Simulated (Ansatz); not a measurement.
## Si (P6_3/mmc), work and stress of cleavage

Computed with DFT LDA, scalar-relativistic, plane waves, PAW in Ansatz. Cutoff 420 eV, Γ-centred 10×10×3 k-points, Gaussian smearing of 0.03 eV. No spin polarisation. Energies are free energies at this smearing, counted from the undisturbed cell; pressure is positive in compression.

The undisturbed cell (relaxed at this level; this form isn't the usual structure):

```
CELL_PARAMETERS angstrom
-3.80198 0.00000 0.00000
-1.90099 -3.29261 0.00000
0.00000 0.00000 12.57824
ATOMIC_POSITIONS crystal
Si 0.33333 0.33333 0.65652
Si 0.33333 0.33333 0.15652
Si 0.66667 0.66667 0.90652
Si 0.66667 0.66667 0.40652
Si 0.33333 0.33333 0.84348
Si 0.33333 0.33333 0.34348
Si 0.66667 0.66667 0.09348
Si 0.66667 0.66667 0.59348
```

The cut lies on the cell's a–b face, a (0 0 1) plane (indices in the standard cell, whose axes needn't be the Cartesian ones shown) of area 12.52 Å², between layers 2.35 Å apart. Vector c is lengthened by d along the normal with the atoms' Cartesian places fixed: one unrelaxed cut a cell. The traction is positive where the two halves pull on each other.

| d (Å) | energy (J/m²) | traction (GPa) |
| --- | --- | --- |
| -0.30 | 0.78 | -63.0 |
| -0.15 | 0.16 | -23.0 |
| 0.00 | 0.00 | 0.0 |
| 0.25 | 0.26 | 17.5 |
| 0.50 | 0.77 | 22.3 |
| 0.75 | 1.33 | 22.0 |
| 1.00 | 1.85 | 19.6 |
| 1.50 | 2.68 | 13.0 |
| 2.00 | 3.19 | 7.7 |
| 3.00 | 3.58 | 1.4 |
| 4.50 | 3.65 | 0.1 |
| 6.00 | 3.66 | 0.0 |

Task: What are the work of separation and the cleavage stress, and do they fit the universal binding curve?

Result: The energy levels off near W ≈ 3.66 J/m² (the traction is down to 0.0 GPa), the energy of the two unrelaxed faces, 1.83 J/m² each on average. The largest sampled traction is 22.3 GPa at d = 0.50 Å, and a parabola through it and its two neighbours peaks at σ_max ≈ 22.8 GPa, d ≈ 0.61 Å. The curve E = W[1 − (1 + d/ℓ)exp(−d/ℓ)] peaks in traction at d = ℓ with σ_max = W/(eℓ); with 1 J/m² per Å = 10 GPa this W and σ_max give ℓ = 0.59 Å. A parabola through that curve at the same three d peaks at 0.61 Å, against 0.61 Å here, a fair fit. The opened faces are metallic here, and spin polarisation, left out, could lower W. Real crystals break at far lower stress, because cracks concentrate it, and on the plane of lowest W, which needn't be this one.

The cut is rigid; relaxing the faces lowers these energies and usually the stresses.

The gap closes along the scan, which can put kinks into the curve.

Cost: 12 runs of about 1 core-minutes in all, on Intel Xeon 6975P-C (Granite Rapids) (shared hosts).